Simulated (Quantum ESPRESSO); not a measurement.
# BN (P6_3mc) in Quantum ESPRESSO: a series of runs

One crystal, BN, is run at these levels: PBE; tasks: phonons.

All numbers are computed with Quantum ESPRESSO 7.5; they aren't measurements. Logs are shortened: lines on timing, memory, paths and dates and some standing lists are left out, and cuts for length are marked.

### Step 1. Starting point

It takes space group P6_3mc (No. 186, hexagonal). Conventional cell: a = 2.554 Å, b = 2.554 Å, c = 4.227 Å, α = 90.00°, β = 90.00°, γ = 120.00°. N (site symmetry 3m) has 4 B at 1.57 to 1.58 Å as nearest neighbours. B (site symmetry 3m) is surrounded by 4 N at 1.57 to 1.58 Å.

Measurements of this composition are mostly on another form, of space group No. 194.

### Step 2. Phonons, PBE

pw.in

```
&CONTROL
  calculation = 'scf'
  prefix = 'pwscf'
  outdir = './tmp'
  pseudo_dir = './pseudo'
  tprnfor = .true.
  tstress = .true.
  disk_io = 'low'
/
&SYSTEM
  ibrav = 0
  celldm(1) = 8
  nat = 4
  ntyp = 2
  ecutwfc = 45
  ecutrho = 360
  nbnd = 14
  occupations = 'smearing'
  smearing = 'fd'
  degauss = 0.00367493
/
&ELECTRONS
  conv_thr = 8d-10
  electron_maxstep = 120
  mixing_beta = 0.5
/
ATOMIC_SPECIES
N     14.0070 n_pbe_v1.2.uspp.F.UPF
B     10.8100 b_pbe_v1.4.uspp.F.UPF
CELL_PARAMETERS alat
  0.6032807982561   0.0000000000000   0.0000000000000
 -0.3016403991399   0.5224564969044   0.0000000000000
  0.0000000000000   0.0000000000000   0.9984497898131
ATOMIC_POSITIONS crystal
N      0.3333333333    0.6666666667    0.1252760000
N      0.6666666667    0.3333333333    0.6252760000
B      0.3333333333    0.6666666667    0.4997240000
B      0.6666666667    0.3333333333    0.9997240000
K_POINTS automatic
6 6 4 0 0 1
```

relax.in

```
&CONTROL
  calculation = 'relax'
  prefix = 'pwscf'
  outdir = './tmp'
  pseudo_dir = './pseudo'
  tprnfor = .true.
  tstress = .true.
  disk_io = 'low'
  nstep = 40
  forc_conv_thr = 0.0001
  etot_conv_thr = 1d-06
/
&SYSTEM
  ibrav = 0
  celldm(1) = 8
  nat = 4
  ntyp = 2
  ecutwfc = 45
  ecutrho = 360
  nbnd = 14
  occupations = 'smearing'
  smearing = 'fd'
  degauss = 0.00367493
/
&ELECTRONS
  conv_thr = 8d-10
  electron_maxstep = 120
  mixing_beta = 0.5
/
&IONS
  ion_dynamics = 'bfgs'
/
ATOMIC_SPECIES
N     14.0070 n_pbe_v1.2.uspp.F.UPF
B     10.8100 b_pbe_v1.4.uspp.F.UPF
CELL_PARAMETERS alat
  0.6032807982561   0.0000000000000   0.0000000000000
 -0.3016403991399   0.5224564969044   0.0000000000000
  0.0000000000000   0.0000000000000   0.9984497898131
ATOMIC_POSITIONS crystal
N      0.3333333333    0.6666666667    0.1252760000
N      0.6666666667    0.3333333333    0.6252760000
B      0.3333333333    0.6666666667    0.4997240000
B      0.6666666667    0.3333333333    0.9997240000
K_POINTS automatic
6 6 4 0 0 1
```

scf2.in

```
&CONTROL
  calculation = 'scf'
  prefix = 'pwscf'
  outdir = './tmp'
  pseudo_dir = './pseudo'
  tprnfor = .true.
  tstress = .true.
  disk_io = 'low'
/
&SYSTEM
  ibrav = 0
  celldm(1) = 8
  nat = 4
  ntyp = 2
  ecutwfc = 45
  ecutrho = 360
  nbnd = 14
  occupations = 'fixed'
/
&ELECTRONS
  conv_thr = 1d-13
  electron_maxstep = 120
  mixing_beta = 0.5
  startingpot = 'file'
  startingwfc = 'file'
/
ATOMIC_SPECIES
N     14.0070 n_pbe_v1.2.uspp.F.UPF
B     10.8100 b_pbe_v1.4.uspp.F.UPF
CELL_PARAMETERS alat
  0.6032807982557   0.0000000000068   0.0000000000000
 -0.3016403991337   0.5224564969013   0.0000000000000
  0.0000000000000   0.0000000000000   0.9984497898131
ATOMIC_POSITIONS crystal
N      0.3333333334    0.6666666668    0.1251647345
N      0.6666666668    0.3333333334    0.6251647345
B      0.3333333334    0.6666666668    0.4998352655
B      0.6666666668    0.3333333334    0.9998352655
K_POINTS automatic
6 6 4 0 0 1
```

ph.in

```
phonons of BN
&INPUTPH
  prefix = 'pwscf'
  outdir = './tmp'
  tr2_ph = 1d-18
  fildyn = 'dyn'
  niter_ph = 90
  alpha_mix(1) = 0.7
  epsil = .true.
/
0.0000000000 0.0000000000 0.0000000000
```

dynmat.in

```
&INPUT
  fildyn = 'dyn'
  asr = 'crystal'
  lperm = .true.
  filout = 'dynmat.disp'
  fileig = 'dynmat.eig'
/
```

dynmat_lo.in

```
&INPUT
  fildyn = 'dyn'
  asr = 'crystal'
  filout = 'dynmat_lo.disp'
  fileig = 'dynmat_lo.eig'
  q(1) = 0
  q(2) = 0
  q(3) = 1
/
```

Potentials or basis: GBRV 1.5 PBE.

Command:

```
$ OMP_NUM_THREADS=1 pw.x -in pw.in > pw.out
$ OMP_NUM_THREADS=1 pw.x -in relax.in > relax.out
$ OMP_NUM_THREADS=1 pw.x -in scf2.in > scf2.out
$ OMP_NUM_THREADS=1 ph.x -in ph.in > ph.out
$ OMP_NUM_THREADS=1 dynmat.x -in dynmat.in > dynmat.out
$ OMP_NUM_THREADS=1 dynmat.x -in dynmat_lo.in > dynmat_lo.out
```

pw.out:

```text
This program is part of the open-source Quantum ESPRESSO suite
     for quantum simulation of materials; please cite
[... 9 lines left out ...]
     --------------------
     sticks:   dense  smooth     PW     G-vecs:    dense   smooth      PW
     Sum         583     295     91                18583     6569    1189

     Using Slab Decomposition

     bravais-lattice index     =            0
     lattice parameter (alat)  =       8.0000  a.u.
     unit-cell volume          =     161.1261 (a.u.)^3
     number of atoms/cell      =            4
     number of atomic types    =            2
     number of electrons       =        16.00
     number of Kohn-Sham states=           14
     kinetic-energy cutoff     =      45.0000  Ry
     charge density cutoff     =     360.0000  Ry
     scf convergence threshold =      8.0E-10
     mixing beta               =       0.5000
     number of iterations used =            8  plain     mixing
     Exchange-correlation=  SLA  PW   PBX  PBC
                           (   1   4   3   4   0   0   0)

     celldm(1)=   8.000000  celldm(2)=   0.000000  celldm(3)=   0.000000
     celldm(4)=   0.000000  celldm(5)=   0.000000  celldm(6)=   0.000000

     crystal axes: (cart. coord. in units of alat)
               a(1) = (   0.603281   0.000000   0.000000 )
               a(2) = (  -0.301640   0.522456   0.000000 )
               a(3) = (   0.000000   0.000000   0.998450 )

     reciprocal axes: (cart. coord. in units 2 pi/alat)
               b(1) = (  1.657603  0.957017 -0.000000 )
               b(2) = (  0.000000  1.914035  0.000000 )
               b(3) = (  0.000000 -0.000000  1.001553 )

     PseudoPot. # 1 for N  read from file:
     n_pbe_v1.2.uspp.F.UPF
     Pseudo is Ultrasoft + core correction, Zval =  5.0
     Generated by new atomic code, or converted to UPF format
     Using radial grid of  729 points,  4 beta functions with:
                l(1) =   0
                l(2) =   0
                l(3) =   1
                l(4) =   1
     Q(r) pseudized with  8 coefficients,  rinner =    0.900   0.900   0.900

     PseudoPot. # 2 for B  read from file:
     b_pbe_v1.4.uspp.F.UPF
     Pseudo is Ultrasoft + core correction, Zval =  3.0
     Generated by new atomic code, or converted to UPF format
     Using radial grid of  781 points,  4 beta functions with:
                l(1) =   0
                l(2) =   0
                l(3) =   1
                l(4) =   1
     Q(r) pseudized with  8 coefficients,  rinner =    1.100   1.100   1.100

     atomic species   valence    mass     pseudopotential
     N                 5.00    14.00700     N ( 1.00)
     B                 3.00    10.81000     B ( 1.00)

     12 Sym. Ops. (no inversion) found ( 6 have fractional translation)

   Cartesian axes

     site n.     atom                  positions (alat units)
         1        N      tau(   1) = (  -0.0000000   0.3483043   0.1250818  )
         2        N      tau(   2) = (   0.3016404   0.1741522   0.6243067  )
         3        B      tau(   3) = (  -0.0000000   0.3483043   0.4989493  )
         4        B      tau(   4) = (   0.3016404   0.1741522   0.9981742  )

     number of k points=    14  Fermi-Dirac smearing, width (Ry)=  0.0037
                       cart. coord. in units 2pi/alat
        k(    1) = (   0.0000000   0.0000000   0.1251941), wk =   0.0277778
        k(    2) = (   0.0000000   0.0000000   0.3755822), wk =   0.0277778
        k(    3) = (   0.0000000   0.3190058   0.1251941), wk =   0.1666667
        k(    4) = (   0.0000000   0.3190058   0.3755822), wk =   0.1666667
        k(    5) = (   0.0000000   0.6380117   0.1251941), wk =   0.1666667
        k(    6) = (   0.0000000   0.6380117   0.3755822), wk =   0.1666667
        k(    7) = (   0.0000000  -0.9570175   0.1251941), wk =   0.0833333
        k(    8) = (   0.0000000  -0.9570175   0.3755822), wk =   0.0833333
        k(    9) = (   0.2762671   0.4785087   0.1251941), wk =   0.1666667
        k(   10) = (   0.2762671   0.4785087   0.3755822), wk =   0.1666667
        k(   11) = (   0.2762671   0.7975146   0.1251941), wk =   0.3333333
        k(   12) = (   0.2762671   0.7975146   0.3755822), wk =   0.3333333
        k(   13) = (   0.5525343   0.9570175   0.1251941), wk =   0.0555556
        k(   14) = (   0.5525343   0.9570175   0.3755822), wk =   0.0555556

     Dense  grid:    18583 G-vectors     FFT dimensions: (  30,  30,  50)

     Smooth grid:     6569 G-vectors     FFT dimensions: (  24,  24,  36)

     Initial potential from superposition of free atoms

     starting charge      15.9994, renormalised to      16.0000
     Starting wfcs are   16 randomized atomic wfcs

     Self-consistent Calculation

     iteration #  1     ecut=    45.00 Ry     beta= 0.50
     Davidson diagonalization with overlap
     ethr =  1.00E-02,  avg # of iterations =  2.6

     total energy              =     -53.33007155 Ry
     estimated scf accuracy    <       0.43322993 Ry

     iteration #  2     ecut=    45.00 Ry     beta= 0.50
     Davidson diagonalization with overlap
     ethr =  2.71E-03,  avg # of iterations =  2.1

     total energy              =     -53.41190406 Ry
     estimated scf accuracy    <       0.04260662 Ry

     iteration #  3     ecut=    45.00 Ry     beta= 0.50
     Davidson diagonalization with overlap
     ethr =  2.66E-04,  avg # of iterations =  2.0

     total energy              =     -53.41481536 Ry
     estimated scf accuracy    <       0.00659960 Ry

     iteration #  4     ecut=    45.00 Ry     beta= 0.50
     Davidson diagonalization with overlap
     ethr =  4.12E-05,  avg # of iterations =  2.9

     total energy              =     -53.41511066 Ry
     estimated scf accuracy    <       0.00027350 Ry

     iteration #  5     ecut=    45.00 Ry     beta= 0.50
     Davidson diagonalization with overlap
     ethr =  1.71E-06,  avg # of iterations =  5.8

     total energy              =     -53.41517402 Ry
     estimated scf accuracy    <       0.00013350 Ry

     iteration #  6     ecut=    45.00 Ry     beta= 0.50
     Davidson diagonalization with overlap
     ethr =  8.34E-07,  avg # of iterations =  1.9

     total energy              =     -53.41520145 Ry
     estimated scf accuracy    <       0.00000027 Ry

     iteration #  7     ecut=    45.00 Ry     beta= 0.50
     Davidson diagonalization with overlap
     ethr =  1.66E-09,  avg # of iterations =  3.3

     total energy              =     -53.41520173 Ry
     estimated scf accuracy    <       0.00000013 Ry

     iteration #  8     ecut=    45.00 Ry     beta= 0.50
     Davidson diagonalization with overlap
     ethr =  8.34E-10,  avg # of iterations =  1.6

     End of self-consistent calculation

          k = 0.0000 0.0000 0.1252 (   797 PWs)   bands (ev):

    -9.0295  -5.3547   0.8255   9.1176   9.1176  10.3593  11.0536  11.0536
    19.6020  19.6020  19.9242  20.5954  21.9292  22.8071

          k = 0.0000 0.0000 0.3756 (   821 PWs)   bands (ev):

    -8.2993  -6.9272   3.6746   7.3222   9.6102   9.6102  10.4009  10.4009
    20.4186  20.4186  20.5234  20.5902  21.7043  21.7043

          k = 0.0000 0.3190 0.1252 (   811 PWs)   bands (ev):

    -8.4366  -4.8874   1.3744   6.7932   8.1890   8.9237  10.0681  10.4442
    18.7927  20.4262  20.6585  21.9329  22.8565  23.9234

          k = 0.0000 0.3190 0.3756 (   816 PWs)   bands (ev):

    -7.7218  -6.3875   3.9879   7.0041   7.4982   8.6873   8.7449   9.6598
    19.2687  20.3559  21.7241  21.7969  22.4146  23.2136

          k = 0.0000 0.6380 0.1252 (   825 PWs)   bands (ev):

    -6.7641  -3.8353   2.4188   3.5465   5.3919   6.8402   8.6421   9.3712
    18.0433  19.6222  21.8296  22.2637  23.5757  25.5408

          k = 0.0000 0.6380 0.3756 (   820 PWs)   bands (ev):

    -6.1231  -4.9780   2.8058   3.9406   5.9711   7.4506   8.1826   8.4722
    17.9410  18.8516  21.5174  22.8844  23.5147  25.7070

          k = 0.0000-0.9570 0.1252 (   830 PWs)   bands (ev):

    -5.0162  -3.8225   1.4967   3.0729   4.7429   6.3008   7.1089   8.9077
    17.8916  18.6775  22.0019  22.5809  24.1638  24.4776

          k = 0.0000-0.9570 0.3756 (   822 PWs)   bands (ev):

    -4.6122  -4.0813   1.0176   1.7063   6.7620   6.9262   7.9471   7.9771
    17.5805  17.9755  21.4631  21.5555  23.9881  26.3335

          k = 0.2763 0.4785 0.1252 (   817 PWs)   bands (ev):

    -7.2970  -4.0939   2.3512   4.7530   5.5563   7.2918   8.8303   9.2483
    19.6958  19.8068  21.3701  22.5812  24.1809  24.2054

          k = 0.2763 0.4785 0.3756 (   821 PWs)   bands (ev):

    -6.6242  -5.3954   3.8585   5.1983   6.0832   6.8216   7.9222   8.4584
    19.5044  20.3408  21.6448  22.0612  23.6746  24.2359

          k = 0.2763 0.7975 0.1252 (   827 PWs)   bands (ev):

    -5.3391  -3.4688   2.0954   3.6268   4.5219   5.1982   7.3398   7.7582
    18.0467  20.5319  21.9689  23.8689  24.8084  25.1451

          k = 0.2763 0.7975 0.3756 (   822 PWs)   bands (ev):

    -4.8378  -4.0527   1.8678   2.6351   5.1403   6.1994   7.0716   8.2906
    18.8250  19.8816  21.7738  22.5497  23.4691  25.2714

          k = 0.5525 0.9570 0.1252 (   825 PWs)   bands (ev):

    -3.8573  -3.8573   2.1124   3.6008   3.6008   5.5369   6.2694   6.2694
    16.7726  23.4953  23.4953  24.8110  25.4455  25.4455

          k = 0.5525 0.9570 0.3756 (   807 PWs)   bands (ev):

    -3.7538  -3.7538   2.5441   2.5441   2.8764   4.2252   7.8549   7.8549
    19.5045  20.8479  20.8479  22.9791  25.4718  25.4718

     the Fermi energy is    13.1974 ev

!    total energy              =     -53.41520176 Ry
     estimated scf accuracy    <          7.6E-10 Ry
     smearing contrib. (-TS)   =       0.00000000 Ry
     internal energy E=F+TS    =     -53.41520176 Ry

     The total energy is F=E-TS. E is the sum of the following terms:
     one-electron contribution =       8.77114241 Ry
     hartree contribution      =       7.32260843 Ry
     xc contribution           =     -17.08005845 Ry
     ewald contribution        =     -52.42889415 Ry

     convergence has been achieved in   8 iterations

     Forces acting on atoms (cartesian axes, Ry/au):

     atom    1 type  1   force =     0.00000000    0.00000000   -0.00083269
     atom    2 type  1   force =    -0.00000000   -0.00000000   -0.00083269
     atom    3 type  2   force =     0.00000000    0.00000000    0.00083269
     atom    4 type  2   force =    -0.00000000   -0.00000000    0.00083269

     Total force =     0.001665     Total SCF correction =     0.000007

     Computing stress (Cartesian axis) and pressure

          total   stress  (Ry/bohr**3)                   (kbar)     P=       -1.16
   0.00000998   0.00000000   0.00000000            1.47        0.00        0.00
   0.00000000   0.00000998   0.00000000            0.00        1.47        0.00
   0.00000000   0.00000000  -0.00004363            0.00        0.00       -6.42

=------------------------------------------------------------------------------=
   JOB DONE.
=------------------------------------------------------------------------------=
```

It took 2.6 min on 1 thread of Intel Xeon at 2.50GHz (Skylake/Cascade Lake), shared host; peak memory 0.06 GiB.

What came out:

* Free energy: -726.7509 eV
* Pressure after relaxing: -0.1 GPa
* Electronic dielectric tensor (diagonal): 4.64, 4.64, 4.73
* Born charges (mean of the diagonal): N -1.91; B +1.88 e
* Highest phonon frequency at Γ, LO-TO splitting left out: 1111 cm⁻¹
* Static dielectric tensor (diagonal): 6.81, 6.81, 7.29

Final structure:
```
N B
1.0
     2.55394    0.00000    0.00000
    -1.27697    2.21178    0.00000
     0.00000    0.00000    4.22685
N B
2 2
Direct
  0.33333 0.66667 0.12516
  0.66667 0.33333 0.62516
  0.33333 0.66667 0.49984
  0.66667 0.33333 0.99984
```

Phonon frequencies in cm⁻¹ (negative: imaginary):
```csv
q point,frequencies
"(0.000, 0.000, 0.000)",16 16 20 472 472 940 940 947 1003 1041 1041 1111
```

Electronic dielectric tensor:
```
4.64 0.00 0.00
0.00 4.64 0.00
0.00 0.00 4.73
```

Born effective charge tensors (e):
atom 1, N
```
-1.89  0.00  0.00
 0.00 -1.89  0.00
 0.00  0.00 -1.96
```
atom 2, N
```
-1.89  0.00  0.00
 0.00 -1.89  0.00
 0.00  0.00 -1.96
```
atom 3, B
```
1.85 0.00 0.00
0.00 1.85 0.00
0.00 0.00 1.95
```
atom 4, B
```
1.85 0.00 0.00
0.00 1.85 0.00
0.00 0.00 1.95
```

Optical modes at Γ, degenerate ones joined, polar ones without the macroscopic field:
```
cm⁻¹  components  symmetry     active in  IR intensity, summed ((D/Å)²/amu)
 472           2        E2         Raman                               0.00
 940           2        E2         Raman                               0.00
 947           1        B1        silent                               0.00
1003           1        A1  IR and Raman                              28.88
1041           2        E1  IR and Raman                              52.66
1111           1        B1        silent                               0.00
```

Zone-centre frequencies without and with the macroscopic field along z (cm⁻¹):
```
                          optical modes in rising order
       without  472 472 940 940 947 1003 1041 1041 1111
with the field  472 472 940 940 947 1041 1041 1111 1246
```

Static dielectric tensor, electrons and zone-centre modes:
```
6.81 0.00 0.00
0.00 6.81 0.00
0.00 0.00 7.29
```

Caveat: the k mesh is coarse (spacing up to 0.47 Å⁻¹), so the values aren't converged; the mesh is thin for the dielectric tensor, Born charges and intensities, which usually come out too large; the Born charges break their sum rule by 0.06 e, a sign of too thin a mesh.

[end of part 1 of 2]
